## Reading the voltage back from a tunnelling image

A scanning tunnelling microscope shows a different picture of the same surface at each voltage, because each voltage lets other electronic states carry the current. Can the voltage be recovered from the picture? The test case is a single free-standing layer of PtTe₂, a sheet of platinum between two sheets of tellurium. In this density-functional calculation the layer is a semiconductor with a gap of about 0.66 eV. The bulk crystal is a semimetal, so the images belong to the single layer and not to the surface of a thick crystal.

The bias is counted from the middle of the gap. At negative bias the image is made of filled states of the layer, at positive bias of empty ones. Each image adds up all states between zero and the chosen bias. The tip is taken as a simple round orbital, so that brightness follows the electron density of these states at the place of the tip. The calculation leaves out the tip's electric field, which can shift the bands of a semiconducting layer. The PBE functional used here also tends to give gaps that are too small. In a real microscope the same pictures could therefore appear at different voltages.

Six images have lost their labels:

Tersoff–Hamann STM images of a free-standing PtTe₂ monolayer, computed with Ansatz 0.2.0 using scalar-relativistic, non-spin-polarized PBE+D3(BJ) with plane waves and PAW (cutoff 420 eV, 24 × 24 × 1 k mesh, Gaussian smearing 0.05 eV). Bias is counted from mid-gap; mean density, bright over dark and brightest spot refer to the plane 3 Å above the topmost nucleus. Candidates: -0.6, -0.95, 1.55, 0.95, 0.6, 2.15.

```csv
row,log10 mean density (log10 of e/angstrom^3),bright over dark,apparent barrier at 4 angstrom (eV)
A,-3.684,2.959,4.976
B,-3.447,1.814,4.437
C,-5.472,2.221,4.629
D,-3.172,2.255,4.517
E,-3.162,2.236,4.504
F,-3.791,1.688,4.490
```

The mean density is taken in a plane 3 Å above the top atoms and is given as a logarithm, so one unit means a factor of ten. "Bright over dark" is the density at the brightest point of that plane divided by the density at the darkest, and is called contrast below. The apparent barrier translates the fading of the density with height, 4 Å above the layer, into an energy. An image known to be taken at −1.55 V serves as a landmark: its logarithmic density is −3.448, its contrast 3.16 and its barrier 5.22 eV.

### What the density settles

A wider window contains every state of a narrower one on the same side of zero. The density can therefore only grow, at every point of the image, as the bias moves away from zero. This follows from the way the images are built, and it makes the density a strict tool for sorting.

The two missing filled-state images, at −0.6 and −0.95 V, cannot be brighter than the landmark. Images A, C and F are clearly dimmer than it, while D and E are clearly brighter and must show empty states. Image B is brighter than the landmark by a single unit in the last digit of the table. Taken strictly, this already rules out a filled-state image. Suppose that so small a difference is not trusted and the two densities are taken as equal. If B were a filled-state image, the two would then have to be the same picture, since nothing could have been added anywhere. Yet the contrast of B is only 1.81, so B shows empty states too.

The filled-state pair must come from A, C and F, which leaves three possible pairs. Whichever is right, the image left over is dimmer than B, D and E and takes the place at +0.6 V. The other three follow in order of density: B is +0.95 V, D is +1.55 V and E is +2.15 V. These assignments are sure, even though E is only about 2% brighter than D and is nearly the same picture.

### What the decay adds

To place A, C and F, one needs a property that differs between filled and empty states. Outside the layer, the density of a state fades as $e^{-2\kappa z}$, where $z$ is the height and $\kappa$ the decay constant. For an electron of mass $m$ in a state of energy $E$, the barrier is

$$\frac{\hbar^2\kappa^2}{2m} = V - E + \frac{\hbar^2 k^2}{2m}.$$

Here $V$ is the energy of an electron at rest in the vacuum, and $k$ is the wave number of its motion along the layer. Energy spent on sideways motion is not available for getting through the barrier, so a larger $k$ makes the density fade faster.

The simplest limit is a state at a band edge without sideways motion. With energies counted from mid-gap, $V$ is 4.34 eV and the filled states begin at −0.33 eV. Their barrier should be $4.34 + 0.33 = 4.67$ eV. The empty states begin at about +0.33 eV, which gives nearly 4.00 eV. In this limit the two barriers differ by just the band gap.

The three images already known to show empty states put this estimate to the test, and it fails. Their barriers lie between 4.44 and 4.52 eV, about half an electronvolt too high. Sideways motion can supply such an excess, although the images do not sort the states by their $k$. The absolute value of a barrier is thus a poor guide, but the direction of the difference remains useful: filled states lie deeper and should tend to fade faster.

Image A has a barrier of 4.98 eV, far above the three known empty-state images. Its contrast of 2.96 is also close to that of the landmark. Both clues put A among the filled states. Since it is brighter than C and F, it must be the image at −0.95 V, whichever of them is its partner.

Images C and F remain for −0.6 and +0.6 V. The barrier of F, 4.49 eV, falls within the range of the known empty-state images, while that of C is 0.11 eV above the top of this range. This favours C as the filled-state image. The contrast of C, however, would suit an empty-state image just as well, and the mean densities at 3 Å would allow the two labels to be exchanged.

The rule of density decides the matter once it is applied point by point instead of to the mean. If F were the image at −0.6 V, all its states would also be part of A, and F could nowhere be brighter than A. At 3 Å it is 22% dimmer on average, but it fades more slowly. Further output of the same calculation shows that at 5 Å the difference has shrunk to 2%. There F is brightest above the lower tellurium atoms, where A is about 6% dimmer than its own average. At that spot F outshines A, which a mere part of A cannot do. That removes the pair A and F. Both remaining pairs put C at −0.6 V, so this label is sure. F belongs to +0.6 V as surely as A is a filled-state image.

### The labels

The rows with their labels:

```csv
bias (V),log10 mean density (log10 of e/angstrom^3),bright over dark,brightest over,apparent barrier at 4 angstrom (eV)
-2.350,-3.314,4.092,Te,5.641
-1.550,-3.448,3.155,Te,5.215
-0.950,-3.684,2.959,Te,4.976
-0.600,-5.472,2.221,between,4.629
0.600,-3.791,1.688,Te,4.490
0.950,-3.447,1.814,Te,4.437
1.550,-3.172,2.255,Te,4.517
2.150,-3.162,2.236,Te,4.504
```

All six assignments are right. On the filled side the barrier rises steadily as the bias becomes more negative. A wider window takes in deeper states, which works in this direction, but depth is not the whole cause. Between 3 and 5 Å, the density added from −1.55 to −2.35 V fades as if behind a barrier of 7.9 eV, while depth alone could give at most 6.7 eV. The rest must come from sideways motion. On the empty side a wider window takes in higher states, which should fade more slowly. At 4 Å this cannot be seen, since the four barriers differ by less than 0.1 eV and follow no order. The density added from +0.95 to +1.55 V even fades faster between 3 and 5 Å than the image at +0.95 V, as if behind 4.6 instead of 4.4 eV, although depth alone would give at most 3.4 eV. Here sideways motion outweighs the gain in energy. Farther out they do fall steadily, from 4.71 to 4.55 eV, as the printed analysis below shows. For another semiconducting layer the same reasoning suggests barriers that grow towards negative bias and shrink towards positive bias, provided that sideways motion does not hide the change.

The most striking row is the one at −0.6 V. Its density is 48 times lower than at +0.6 V, although both windows reach equally far from mid-gap. The filled window does hold fewer states, but only by a factor of about three. On average, each of its states therefore gives about 15 times less density at the tip.

The place of these states within the layer does not explain this. The two tellurium sheets carry 83% of the states in the filled window and only 68% in the empty one. The states at −0.6 V thus sit largely on the outer atoms and still hardly reach the tip. What counts must be their shape as well as their place.

A likely shape is that of tellurium p orbitals lying in the plane of the layer. Such an orbital has two lobes of opposite sign and no density straight above the nucleus. In a crystal the lobes of neighbouring atoms can form a pattern of alternating sign, and such a pattern fades quickly with height, because its short period means a large $k$ in the barrier formula. Only a small, smoother remainder of the wave survives at the tip, and this remainder can have an ordinary barrier. The barrier at −0.6 V is in fact the lowest on the filled side. The shape of the fading gives the picture some support: this is the only image that dims more from 3 to 4 Å (a factor of 9.6) than from 4 to 5 Å (9.1), as expected when a fast-fading part dies out and leaves a slower one. There is also a weak hint of such a pattern in the image itself. In the plane at 3 Å, −0.6 V is the only bias at which the brightest spot is not directly over a tellurium atom. The table calls its place "between", but it lies less than an ångström to the side of a top tellurium atom. The point straight above that atom is still brighter than the mean, and at 4 Å the maximum is back over it. Purely in-plane orbitals would be expected to leave this point dark, so some other orbital character probably reaches the tip as well.

The calculation does not separate the density by orbital, so this cause remains an inference. It also leaves out spin-orbit coupling, which is strong in platinum and tellurium and shifts the band edges. The images at ±0.6 V are the most exposed to it, because each takes in less than 0.3 eV of its band. Would the filled edge stay so dim with spin-orbit coupling included, and do in-plane p orbitals really make it so? The first question calls for a new calculation with that coupling included, the second for an image split by orbital and by sideways momentum.

The analysis program printed:

```
unlabelled images dimmer than the -1.55 V image (count): 3
possible pairs for the two missing filled-state images (count): 3
density at +0.95 V above that at -1.55 V (percent): 0.2305
contrast at -1.55 V less contrast at +0.95 V: 1.341
density gain from +1.55 to +2.15 V (percent): 2.329
lowest barrier of the three sure empty rows (eV): 4.437
highest barrier of the three sure empty rows (eV): 4.517
barrier at -0.95 V above that highest value (eV): 0.459
barrier at -0.6 V above that highest value (eV): 0.112
barrier at -0.6 V less that at +0.6 V, 4 angstrom out (eV): 0.139
the same difference farther out (eV): 0.1313
contrast at -1.55 V less contrast at -0.95 V: 0.196
one-dimensional barrier at the filled band edge (eV): 4.667
one-dimensional barrier at the empty band edge (eV): 4.003
barrier at -0.6 V less the filled-edge estimate (eV): -0.038
smallest excess of an empty row over the empty-edge estimate (eV): 0.434
largest excess of an empty row over the empty-edge estimate (eV): 0.514
density at +0.6 V over density at -0.6 V (ratio): 47.97
states at +0.6 V over states at -0.6 V (ratio): 3.177
density per state at +0.6 V over that at -0.6 V (ratio): 15.1
share of the two Te planes in the states at -0.6 V (percent): 82.84
share of the two Te planes in the states at +0.6 V (percent): 68.22
Barriers near and far:
    row  barrier at 4 angstrom (eV)  barrier farther out (eV)  states per cell
  -2.35                       5.641                     5.695            4.806
  -1.55                       5.215                     5.559             2.26
  -0.95                       4.976                     5.432            1.007
   -0.6                       4.629                     4.837           0.2361
    0.6                        4.49                     4.706             0.75
   0.95                       4.437                     4.691            1.576
   1.55                       4.517                     4.618            3.399
   2.15                       4.504                     4.547                4
```
